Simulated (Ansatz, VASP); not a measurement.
## One calculation of MgB2 (e600), two programs

INCAR

```
  ALGO = Normal
  EDIFF = 1E-7
  EDIFFG = -0.001
  ENCUT = 600
  GGA = PE
  IBRION = 2
  ISIF = 3
  ISMEAR = -1
  LASPH = T
  LCHARG = F
  LREAL = F
  LWAVE = F
  NELM = 100
  NSW = 80
  PREC = Accurate
  SIGMA = 0.15
```

KPOINTS

```
k-points
0
Gamma
  15 15 12
```

File POSCAR:

```
MgB2
1.0
    3.0726571626      0.0000000000      0.0000000000
   -1.5363285813      2.6609991599      0.0000000000
    0.0000000000      0.0000000000      3.5318417472
Mg B
1 2
Direct
    0.0000000000      0.0000000000      0.0000000000
    0.3333333333      0.6666666667      0.5000000000
    0.6666666667      0.3333333333      0.5000000000
```

Input for Ansatz:

```yaml
crystal:
  lattice:
    - [3.0726571626, 0.0, 0.0]
    - [-1.5363285813, 2.6609991599, 0.0]
    - [0.0, 0.0, 3.5318417472]
  atoms:
    - { symbol: Mg, position: [0.0, 0.0, 0.0] }
    - { symbol: B, position: [0.3333333333, 0.6666666667, 0.5] }
    - { symbol: B, position: [0.6666666667, 0.3333333333, 0.5] }
basis:
  ecutwfc: 600.0
kpoints:
  mp_grid: { grid: [15, 15, 12] }
hamiltonian:
  xc: pbe
scf:
  occupations: { method: fermi_dirac, width: 0.15 }
output:
  forces: true
  stress: true
  eigenvalues: true
relax:
  adjacent_minimum: "off"
  f_tol: 0.001
  max_steps: 60
  cell: { stress_tol: 0.01 }
```

Alike in both runs: task relaxation of cell and atoms; functional PBE; k mesh 15 × 15 × 12; occupations fermi-dirac, width 0.15 eV; no spin polarisation.

```csv
,VASP,Ansatz
version,VASP 6.6.1,Ansatz 0.2.0
potentials or method,"VASP PAW PBE potentials, release 64 (Mg, B)","scalar-relativistic, plane waves, PAW"
plane-wave cutoff (eV),600,600
valence electrons in the cell,8,16
```

Ansatz gave:

```
gap on the k mesh at the Fermi level, each at its own relaxed structure (eV) : none
relaxed volume (Å³/atom)                                                     : 9.63
relaxed cell length with the largest relative difference (Å)                 : 3.526
```

Question: Which values does VASP return?

Answer: gap on the k mesh at the Fermi level, each at its own relaxed structure (eV): none; relaxed volume (Å³/atom): 9.61; relaxed cell length with the largest relative difference (Å): 3.521.

A gap of «none» marks a metal or a gap that the smearing closes. The two sets of potentials don't hold the same shells in valence.
